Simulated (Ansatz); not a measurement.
TePb (space group Fm-3m) relaxed with several functionals in Ansatz (plane waves to 420 eV, scalar-relativistic PAW, no spin-orbit coupling, symmetry kept). The database cell has 33.73 Å³/atom; its temperature or method isn't stated, so the comparison with it is no error of the functional. No moments.

| functional | conventional cell | V (Å³/atom) | against the database cell (%) | gap on mesh (eV) | largest moment (μB) |
| --- | --- | --- | --- | --- | --- |
| PBE | a = 6.572 Å, b = 6.572 Å, c = 6.572 Å, α = 90.00°, β = 90.00°, γ = 90.00° | 35.48 | 5.2 | 0.83 | 0.00 |
| PBEsol | a = 6.443 Å, b = 6.443 Å, c = 6.443 Å, α = 90.00°, β = 90.00°, γ = 90.00° | 33.44 | -0.9 | 0.65 | 0.00 |
| PBE+D3(BJ) | a = 6.471 Å, b = 6.471 Å, c = 6.471 Å, α = 90.00°, β = 90.00°, γ = 90.00° | 33.87 | 0.4 | 0.74 | 0.00 |